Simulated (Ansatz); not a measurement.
## A vibration from a frozen displacement in Si2Mo

Method: DFT PBEsol, scalar-relativistic, plane waves, PAW (Ansatz 0.2.0). The runs took a 420 eV cutoff, a Γ-centred 12×12×6 mesh and Gaussian smearing (0.15 eV). No spin polarisation. Energies are free energies at this smearing, counted from the undisturbed cell; pressure is positive in compression.

Reference structure (relaxed at this level; this form isn't the usual structure):

```
Si Mo
1.0
     4.57444    0.00000    0.00000
    -2.28722    3.96158    0.00000
     0.00000    0.00000    6.56656
Si Mo
6 3
Direct
  0.16417 0.83583 0.83333
  0.32834 0.16417 0.16667
  0.83583 0.67166 0.50000
  0.83583 0.16417 0.83333
  0.67166 0.83583 0.16667
  0.16417 0.32834 0.50000
  0.50000 0.00000 0.50000
  0.00000 0.50000 0.16667
  0.50000 0.50000 0.83333
```

Every Si atom is moved by x along the Cartesian unit vector (0.000, 0.000, 1.000); the cell and all other atoms stay fixed. The cell's volume is 119.00 Å³; the moved atoms weigh 168.510 u together and the others 287.850 u. Some rows repeat others by symmetry and weren't run.

| x (Å) | ΔE (meV/cell) | total force on the moved atoms along the move (eV/Å) | pressure (GPa) |
| --- | --- | --- | --- |
| -0.5000 | 5648.84 | 26.8458 | 21.7644 |
| -0.4375 | 4131.99 | 21.8040 | 16.4595 |
| -0.3750 | 2910.14 | 17.3958 | 11.9585 |
| -0.2500 | 1205.01 | 10.2162 | 5.2205 |
| -0.1250 | 287.57 | 4.6752 | 1.2879 |
| 0.0000 | 0.00 | 0.0000 | -0.0051 |
| 0.1250 | 287.57 | -4.6752 | 1.2879 |
| 0.2500 | 1205.01 | -10.2162 | 5.2205 |
| 0.3750 | 2910.14 | -17.3958 | 11.9585 |
| 0.4375 | 4131.99 | -21.8040 | 16.4595 |
| 0.5000 | 5648.84 | -26.8458 | 21.7644 |

**Question.** What frequency belongs to this motion?

**Answer.** The force constant is k = −dF/dx = 37.402 eV/Å², from the parabola through x = -0.1250, 0 and 0.1250. In every cell the moved atoms swing against the rest, so the mass is μ = m₁m₂/(m₁ + m₂) = 106.288 u, and ν̃ = 521.5 cm⁻¹ × √(|k|/μ) = 309 cm⁻¹. The pattern needn't be a normal mode: ν̃² is then a weighted mean of the squared nonzero frequencies at the zone centre of this cell, taken without macroscopic field, so it lies between the lowest and the highest of them.

**Question.** How far does the harmonic law reach?

**Answer.** At x = -0.500 Å, kx²/2 = 4675.20 meV against the computed 5648.84 meV (+20.8 %): the well stiffens in this direction at large amplitude.

**Question.** The pressure changes with x². What does that say about the frequency under compression?

**Answer.** With E = k(V)x²/2, k ∝ V^(−2γ) and x scaling with the cell as V^(1/3), P − P0 = −∂E/∂V = (2γ − 2/3) ΔE/V. At x = 0.2500 Å, V(P − P0) = 119.00 × 5.22557 / 160.2 eV = 3881.21 meV and ΔE = 1205.01 meV, so γ = 1/3 + V(P − P0)/(2ΔE) = 1.94. This is the Grüneisen parameter of the motion under uniform scaling of the cell: shrinking the cell evenly by 1 % in volume raises the frequency by about 1.94 %.